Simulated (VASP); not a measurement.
# BN (P6_3/mmc) in VASP: a series of runs

The runs below take BN through electron localisation function, single point, with BEEF-vdW, HSE03+D3(BJ).

Program: VASP 6.6.1. These are calculated values, not measurements. Logs are shortened: lines on timing, memory, paths and dates and some standing lists are left out, and cuts for length are marked.

**1. The crystal as given**

The structure is hexagonal, space group P6_3/mmc (No. 194). Conventional cell: a = 2.498 Å, b = 2.498 Å, c = 6.636 Å, α = 90.00°, β = 90.00°, γ = 120.00°. N (site symmetry -6m2) is surrounded by 3 B at 1.44 Å. Around B (site symmetry -6m2) lie 3 N at 1.44 Å.

**2. Electron localisation function, BEEF-vdW**

File INCAR:

```
SYSTEM = BN
ALGO = Normal
EDIFF = 1E-6
ENCUT = 600
GGA = BF
ISIF = 2
ISMEAR = 0
LASPH = .True.
LCHARG = .True.
LELF = .True.
LREAL = .False.
LUSE_VDW = .True.
LWAVE = .False.
NELM = 100
PREC = Accurate
SIGMA = 0.05
ZAB_VDW = -1.8867
```

File KPOINTS:

```
k-points
0
Gamma
  12 12 4
  0 0 0
```

File POSCAR:

```
BN
1.0
    2.4982400000      0.0000000000      0.0000000000
   -1.2491200000      2.1635393048      0.0000000000
    0.0000000000      0.0000000000      6.6357000000
N B
2 2
Cartesian
    1.2491200001      0.7211797682      1.6589250000
   -0.0000000001      1.4423595366      4.9767750000
    1.2491200001      0.7211797682      4.9767750000
   -0.0000000001      1.4423595366      1.6589250000
```

Potentials or basis: VASP PAW PBE potentials, release 64 (N_GW, B_GW).

Command:

```bash
$ cat potpaw_PBE.64/N_GW/POTCAR potpaw_PBE.64/B_GW/POTCAR > POTCAR
$ mpirun -np 1 vasp_std > vasp.out
```

OUTCAR:

```text
SYSTEM = BN
   EDIFF = 1E-6
   ENCUT = 600
   GGA = BF
   ISIF = 2
   ISMEAR = 0
   LASPH = .True.
   LREAL = .False.
   NELM = 100
   PREC = Accurate

 ion  position               nearest neighbor table
   1  0.667  0.333  0.250-   4 1.44   4 1.44   4 1.44
   2  0.333  0.667  0.750-   3 1.44   3 1.44   3 1.44
   3  0.667  0.333  0.750-   2 1.44   2 1.44   2 1.44
   4  0.333  0.667  0.250-   1 1.44   1 1.44   1 1.44

  LATTYP: Found a hexagonal cell.
 ALAT       =     2.4982400000
 C/A-ratio  =     2.6561499296

  Lattice vectors:

 A1 = (   2.4982400000,   0.0000000000,   0.0000000000)
 A2 = (  -1.2491200000,   2.1635393048,   0.0000000000)
 A3 = (   0.0000000000,   0.0000000000,   6.6357000000)

Analysis of symmetry for initial positions (statically):
=====================================================================
 Subroutine PRICEL returns:
 Original cell was already a primitive cell.

 Routine SETGRP: Setting up the symmetry group for a
 hexagonal supercell.

 Subroutine GETGRP returns: Found 24 space group operations
 (whereof 12 operations were pure point group operations)
 out of a pool of 24 trial point group operations.

The static configuration has the point symmetry D_3d.
 The point group associated with its full space group is D_6h.

Analysis of symmetry for dynamics (positions and initial velocities):
=====================================================================
 Subroutine PRICEL returns:
 Original cell was already a primitive cell.

 Routine SETGRP: Setting up the symmetry group for a
 hexagonal supercell.

 Subroutine GETGRP returns: Found 24 space group operations
 (whereof 12 operations were pure point group operations)
 out of a pool of 24 trial point group operations.

The dynamic configuration has the point symmetry D_3d.
 The point group associated with its full space group is D_6h.

 Subroutine INISYM returns: Found 24 space group operations
 (whereof 12 operations are pure point group operations),
 and found     1 'primitive' translations

----------------------------------------------------------------------------------------

                                     Primitive cell

  volume of cell :      35.8662

  direct lattice vectors                    reciprocal lattice vectors
     2.498240000  0.000000000  0.000000000     0.400281798  0.231102804  0.000000000
    -1.249120000  2.163539305  0.000000000     0.000000000  0.462205608  0.000000000
     0.000000000  0.000000000  6.635700000     0.000000000  0.000000000  0.150700002

  length of vectors
     2.498240000  2.498240000  6.635700000     0.462205608  0.462205608  0.150700002

  position of ions in fractional coordinates (direct lattice)
     0.666666667  0.333333333  0.250000000
     0.333333333  0.666666667  0.750000000
     0.666666667  0.333333333  0.750000000
     0.333333333  0.666666667  0.250000000

  ion indices of the primitive-cell ions
   primitive index   ion index
                 1           1
                 2           2
                 3           3
                 4           4

----------------------------------------------------------------------------------------

 KPOINTS: k-points

Automatic generation of k-mesh.
 Grid dimensions read from file:
 generate k-points for:   12   12    4

 Generating k-lattice:

  Cartesian coordinates                     Fractional coordinates (reciprocal lattice)
     0.033356817  0.019258567  0.000000000     0.083333333 -0.000000000  0.000000000
     0.000000000  0.038517134  0.000000000     0.000000000  0.083333333  0.000000000
     0.000000000  0.000000000  0.037675000     0.000000000  0.000000000  0.250000000

  Length of vectors
     0.038517134  0.038517134  0.037675000

  Shift w.r.t. Gamma in fractional coordinates (k-lattice)
     0.000000000  0.000000000  0.000000000

 Subroutine IBZKPT returns following result:
 ===========================================

 Found     57 irreducible k-points:

 Following reciprocal coordinates:
            Coordinates               Weight
  0.000000  0.000000  0.000000      1.000000
  0.083333 -0.000000  0.000000      6.000000
  0.166667  0.000000  0.000000      6.000000
  0.250000  0.000000  0.000000      6.000000
  0.333333  0.000000  0.000000      6.000000
  0.416667  0.000000  0.000000      6.000000
[... 16 lines left out ...]
  0.250000  0.000000  0.250000     12.000000
  0.333333  0.000000  0.250000     12.000000
 [... further k-points ...]
   k-points           NKPTS =     57   k-points in BZ     NKDIM =     57   number of bands    NBANDS=     12
   number of dos      NEDOS =    301   number of ions     NIONS =      4
   total plane-waves  NPLWV =  21600
   dimension x,y,z NGX =    20 NGY =   20 NGZ =   54
   dimension x,y,z NGXF=    40 NGYF=   40 NGZF=  108
   ions per type =               2   2
   NGX,Y,Z   is equivalent  to a cutoff of  13.31, 13.31, 13.53 a.u.
   NGXF,Y,Z  is equivalent  to a cutoff of  26.62, 26.62, 27.06 a.u.
 SYSTEM =  BN
   PREC   = accura    normal or accurate (medium, high low for compatibility)
   ISTART =      0    job   : 0-new  1-cont  2-samecut
   ICHARG =      2    charge: 1-file 2-atom 10-const
   ISPIN  =      1    spin polarized calculation?
   LNONCOLLINEAR =      F non collinear calculations
   LSORBIT =      F    spin-orbit coupling
   LASPH  =      T    aspherical Exc in radial PAW
   ENCUT  =  600.0 eV  44.10 Ry    6.64 a.u.   4.99  4.99 13.25*2*pi/ulx,y,z
   NELM   =    100;   NELMIN=  2; NELMDL= -5     # of ELM steps
   EDIFF  = 0.1E-05   stopping-criterion for ELM
   LREAL  =      F    real-space projection
   EDIFFG = 0.1E-04   stopping-criterion for IOM
   NSW    =      0    number of steps for IOM
   IBRION =     -1    ionic relax: 0-MD 1-quasi-New 2-CG
   NFREE  =      0    steps in history (QN), initial steepest desc. (CG)
   ISIF   =      2    stress and relaxation
   ISYM   =      2    0-nonsym 1-usesym 2-fastsym
   POTIM  = 0.5000    time-step for ionic-motion
   TEBEG  =    0.0;   TEEND  =   0.0 temperature during run
   PSTRESS=    0.0 pullay stress
   NELECT =      16.0000    total number of electrons
   NUPDOWN=      -1.0000    fix difference up-down
   EMIN   =  10.00;   EMAX   =-10.00  energy-range for DOS
   EFERMI =   0.00;   METHOD = LEGACY
   ISMEAR =     0;   SIGMA  =   0.05  broadening in eV -4-tet -1-fermi 0-gaus
   EFERMI_NEDOS =   21; number of points for ismear=-14 and -15
   IALGO  =     38    algorithm
   IMIX   =      4    mixing-type and parameters
     AMIX     =   0.40;   BMIX     =  1.00
     AMIX_MAG =   1.60;   BMIX_MAG =  1.00
  volume/ion in A,a.u.               =       8.97        60.51
  Fermi-wavevector in a.u.,A,eV,Ry     =   1.250891  2.363842 21.289433  1.564729
  Thomas-Fermi vector in A             =   2.384864
   LORBIT       =      0    0 simple, 1 ext, 2 COOP (PROOUT), +10 PAW based schemes
   GGA     = BF    functional components
   LHFCALC =     F    Hartree Fock is set to
   AEXX    =    0.0000 exact exchange contribution
   IVDW_NL    =     1    kernel type
   BPARAM     = 6.3000
   IVDW    =     0    specifies the selected vdW correction
   LEPSILON=     F    determine dielectric tensor
   LRPA    =     F    only Hartree local field effects (RPA)
 non-spin polarized calculation
 Gauss-broadening in eV      SIGMA  =   0.05
  energy-cutoff  :      600.00
  volume of cell :       35.87
 maximum number of plane-waves:      1224
 NGX is ok and might be reduce to    20
   NGX =  9   NGY =  9   NGZ = 27

 number of electron      16.0000000 magnetization

 Free energy of the ion-electron system (eV)
  ---------------------------------------------------
  ext. energy  EPLUGINS =         0.00000000
  ---------------------------------------------------
  free energy    TOTEN  =       -30.78557185 eV

  energy without entropy =      -30.78557185  energy(sigma->0) =      -30.78557185

 E-fermi :   2.3330     XC(G=0): -10.1027

 val. band max:        2.1045837813   @ k =   0.3333   0.3333   0.5000
 cond. band min:       6.6162490653   @ k =   0.5000   0.0000   0.0000
 fundamental gap:      4.5116652840
 Fermi energy:         2.3330155776

 k-point     1 :       0.0000    0.0000    0.0000
  band No.  band energies     occupation
      1     -15.7906      2.00000
      2     -15.5055      2.00000
      3      -4.0293      2.00000
      4      -1.9347      2.00000
      5       0.7456      2.00000
      6       0.7456      2.00000
      7       0.7818      2.00000
      8       0.7818      2.00000
      9       7.5317      0.00000
     10      12.5893      0.00000
     11      13.8605      0.00000
     12      13.9359      0.00000

 k-point     2 :       0.0833   -0.0000    0.0000
  band No.  band energies     occupation
      1     -15.6548      2.00000
      2     -15.3741      2.00000
      3      -3.8430      2.00000
      4      -1.7676      2.00000
      5       0.1894      2.00000
      6       0.2215      2.00000
      7       0.4882      2.00000
      8       0.5285      2.00000
      9       7.7805      0.00000
     10      12.4941      0.00000
     11      13.7135      0.00000
     12      13.9288      0.00000

 k-point     3 :       0.1667    0.0000    0.0000
  band No.  band energies     occupation
      1     -15.2548      2.00000
      2     -14.9877      2.00000
      3      -3.2910      2.00000
      4      -1.2769      2.00000
      5      -1.2222      2.00000
      6      -1.1833      2.00000
      7      -0.1389      2.00000
      8      -0.0906      2.00000
      9       8.4344      0.00000
     10      12.0893      0.00000
     11      13.3272      0.00000
     12      13.4725      0.00000
[... 286 lines left out ...]
 k-point    23 :       0.2500    0.0000    0.2500
  band No.  band energies     occupation
      1     -14.5837      2.00000
      2     -14.4119      2.00000
      3      -3.0200      2.00000
      4      -2.9718      2.00000
      5      -2.1479      2.00000
      6      -0.8585      2.00000
      7      -0.8259      2.00000
      8      -0.8194      2.00000
      9       9.7678      0.00000
     10      10.9530      0.00000
     11      11.8763      0.00000
     12      12.9051      0.00000

 k-point    24 :       0.3333    0.0000    0.2500
  band No.  band energies     occupation
      1     -13.7830      2.00000
      2     -13.6387      2.00000
      3      -4.7924      2.00000
      4      -4.7365      2.00000
      5      -1.4833      2.00000
      6      -1.4409      2.00000
      7      -1.0133      2.00000
      8       0.1768      2.00000
      9       9.1506      0.00000
     10       9.7055      0.00000
     11      11.2676      0.00000
     12      12.5564      0.00000

 [... further k-points ...]

------------------------ aborting loop because EDIFF is reached ----------------------------------------

  FORCE on cell =-STRESS in cart. coord.  units (eV):
  Direction    XX          YY          ZZ          XY          YZ          ZX
  --------------------------------------------------------------------------------------
  -------------------------------------------------------------------------------------
  Total        1.2601841      1.2601841      0.4205730      0.0000000      0.0000000      0.0000000
  in kB       56.2935805     56.2935805     18.7873847      0.0000000      0.0000000      0.0000000
  external PRESSURE =      43.7915152 kB  Pullay stress =       0.0000000 kB

 VOLUME and BASIS-vectors are now :
 -----------------------------------------------------------------------------
  energy-cutoff  :      600.00
  volume of cell :       35.87
      direct lattice vectors                 reciprocal lattice vectors
     2.498240000  0.000000000  0.000000000     0.400281798  0.231102804  0.000000000
    -1.249120000  2.163539305  0.000000000     0.000000000  0.462205608  0.000000000
     0.000000000  0.000000000  6.635700000     0.000000000  0.000000000  0.150700002

 POSITION                                       TOTAL-FORCE (eV/Angst)
 -----------------------------------------------------------------------------------
      1.24912      0.72118      1.65892        -0.000000     -0.000000     -0.000000
     -0.00000      1.44236      4.97677        -0.000000      0.000000     -0.000000
      1.24912      0.72118      4.97677        -0.000000      0.000000     -0.000000
     -0.00000      1.44236      1.65892         0.000000     -0.000000      0.000000
 -----------------------------------------------------------------------------------
    total drift:                               -0.000000      0.000000      0.000000

  FREE ENERGIE OF THE ION-ELECTRON SYSTEM (eV)
  ---------------------------------------------------
  free  energy   TOTEN  =       -30.7855718534 eV

  energy  without entropy=      -30.7855718534  energy(sigma->0) =      -30.78557185

Total vdW correction in eV:      2.3273443
```

Wall time 49 s (1 thread of Intel Xeon Platinum 8259CL at 2.50GHz (Skylake/Cascade Lake), shared host); peak memory 0.32 GiB.

What came out:

* Free energy: -30.7856 eV
* Pressure: 4.4 GPa
* Band gap on the k mesh: 4.51 eV, indirect (least direct gap 4.86 eV)

Stress tensor (GPa, compression positive):
```
5.63 0.00 0.00
0.00 5.63 0.00
0.00 0.00 1.88
```

Caveat: the PAW data sets were made with another functional, which shifts forces and pressure a little.

(Part 1 of 2 ends here.)
